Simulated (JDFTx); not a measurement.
Here is a JDFTx 1.7.0 (patched build) calculation.

File Ge.in:

```
lattice \
    0.0000000000     5.3458651312     5.3458651312 \
    5.3458651312     0.0000000000     5.3458651312 \
    5.3458651312     5.3458651312     0.0000000000
coords-type Lattice
ion Ge     0.7609660000     0.7332560000     0.7533390000 1
ion Ge     0.4934450000     0.4893950000     0.5101500000 1

ion-species pseudo/Ge.upf
elec-cutoff 39 312
elec-ex-corr gga-PBEsol
kpoint-folding 8 8 8
elec-smearing Fermi 0.0018374661
elec-n-bands 21
electronic-SCF nIterations 100 energyDiffThreshold 1e-09
electronic-minimize nIterations 30 energyDiffThreshold 1e-7
converge-empty-states yes
forces-output-coords Cartesian

dump-name run.$VAR
dump End Ecomponents EigStats BandEigs Kpoints Forces Stress
```

Potentials or basis: PseudoDojo-SR-PBEsol-0.4.1-standard with smoothed tails.

Run with:

```bash
$ jdftx -c 1 -i Ge.in -o Ge.out
```

**Question.** What does it give for the pressure?

**Answer.** 0.8 GPa.

**Question.** Predict the largest force.

**Answer.** 0.687 eV/Å.

**Question.** What does it give for the band gap on the k mesh?

**Answer.** None (metal or under the smearing width).

Stress tensor (GPa, compression positive):
```
 0.76 -1.08 -1.03
-1.08  0.78  1.22
-1.03  1.22  0.78
```
